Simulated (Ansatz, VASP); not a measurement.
I: VASP beside Ansatz

```
I
1.0
     1.97113   -1.13803    3.22494
     0.00000    2.27606    3.22494
    -1.97113   -1.13803    3.22494
I
2
Direct
  0.25000 0.25000 0.25000
  0.75000 0.75000 0.75000
```

Change from the starting cell: volume scaled by 0.52, crystal datasets.

Alike in both runs: task single point; functional PBE; k mesh 11 × 11 × 11; occupations fermi-dirac, width 0.1 eV; no spin polarisation.

|  | VASP | Ansatz |
| --- | --- | --- |
| version | VASP 6.6.1 | Ansatz 0.2.0 |
| potentials or method | VASP PAW PBE potentials, release 64 (I), cutoff 520 eV | all-electron PAW with datasets made for the crystal, scalar-relativistic |

VASP gave:

- pressure (GPa): 70.7
- largest component of the traceless stress (GPa): 0.15

Q: Which values does Ansatz return?

A: Pressure (GPa): 70.8; largest component of the traceless stress (GPa): 0.15.

Ansatz ran all-electron here, so the differences hold the error of VASP's frozen core and of both bases.

Caveats: the cell as given lies far from equilibrium; so large a pressure means that the cell lies far from this level's equilibrium, or that cutoff or potentials fall short (VASP). Spin-orbit coupling is left out, which matters for the levels of I.
